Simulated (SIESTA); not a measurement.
KTaO3:

```
CELL_PARAMETERS angstrom
3.98830 0.00000 0.00000
0.00000 3.98830 0.00000
0.00000 0.00000 3.98830
ATOMIC_POSITIONS crystal
Ta 0.00000 0.00000 0.00000
K 0.50000 0.50000 0.50000
O 0.00000 0.00000 0.50000
O 0.00000 0.50000 0.00000
O 0.50000 0.00000 0.00000
```

Base run:

```yaml
Program: SIESTA 5.4.2
Functional: LDA
Potentials_or_basis: PseudoDojo 0.4 standard (LDA files)
Basis: SZP (energy shift 0.003 Ry; d shell added on K)
Grid_cutoff: 800 Ry
Energy_shift: 0.003 Ry
k_mesh: 5 × 5 × 5
Occupations: fermi-dirac, width 0.05 eV
Spin: no spin polarisation
```

Its results: band gap on the k mesh 1.60 eV, indirect (least direct gap 2.03 eV); pressure -2.9 GPa.

The run is repeated on the same cell with these changes: basis from SZP (energy shift 0.003 Ry; d shell added on K) to DZP (energy shift 0.003 Ry; two zetas on semicore shells; d shell added on K); k mesh from 5 × 5 × 5 to 7 × 7 × 7. What comes out?

Band gap on the k mesh 1.89 eV, indirect (least direct gap 2.42 eV); pressure -3.8 GPa.

Several settings changed at once, so the effect can't be laid on one alone.

Caveats: short orbitals over semicore shells can move pressures by several GPa; spin-orbit coupling is left out, which moves the levels of the heavy elements; the basis of atomic orbitals isn't converged, which shifts pressures, moduli and gaps; an odd mesh through Γ misses points on the zone boundary, where band edges often lie (some runs).
